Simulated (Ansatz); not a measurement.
**LiCl: a prediction, then the measurements**

All numbers below come from Ansatz 0.2.0, DFT PBE, scalar-relativistic, plane waves, PAW.

Plane waves to 420 eV, a k mesh through Γ of 8×8×8 on the computed 2-atom cell and Gaussian smearing (0.02 eV); no spin polarisation.

Relaxed structure:

```yaml
crystal:
  lattice:
    - [0.00000, 2.57541, 2.57541]
    - [2.57541, 0.00000, 2.57541]
    - [2.57541, 2.57541, 0.00000]
  atoms:
    - { symbol: Li, position: [0.50000, 0.50000, 0.50000] }
    - { symbol: Cl, position: [0.00000, 0.00000, 0.00000] }
```

| Item | Value |
| --- | --- |
| Space group | Fm-3m (No. 225) |
| Volume per atom | 17.08 Å³ |
| Formation energy from the elements' standard states (uncorrected) | -1.852 eV/atom |
| Kohn–Sham band gap | 6.25 eV, indirect from (-0.073, 0.000, 0.073) to Γ |
| Orbital (Löwdin) character of the top 1 eV of the valence band | Cl 3p 98 % |
| Electron masses at the edge by direction of the standard setting (m_e; one valley, along these axes only; no spin-orbit coupling) | x: 0.47; y: 0.47; z: 0.47 |
| Hole masses at the edge by direction of the standard setting (m_e; one valley, along these axes only; no spin-orbit coupling) | x: 1.2; y: 2.1; z: 1.2 |
| Bulk modulus | 32 GPa |
| Its pressure derivative | 4.3 |
| Electronic dielectric constant xx, yy, zz (independent particles) | 3.2, 3.2, 3.2 |
| Bader charge by site (e) | Li (1 in the cell) 0.90, Cl (1 in the cell) -0.90 |

**Against measurements.**

A measured lattice constant a of LiCl is 5.13988 Å (298.15 K; a printed reference work (data compilation)); the calculated 5.151 Å exceeds it by 0.2 %. The calculation is for 0 K without zero-point motion. Measured band gap of LiCl: 9.4 eV (a printed reference work (monograph)). This calculation gives 6.25 eV (-3.15 eV). Kohn–Sham gaps of semilocal functionals fall short of measured ones as a rule. Measured high-frequency dielectric constant of LiCl: 2.75 (a printed reference work (monograph)). This calculation gives 3.2 (+17.4 %). Local fields are left out.

The cell was reached from a generator's guess, though it ends in a space group that the Crystallography Open Database lists for this formula.
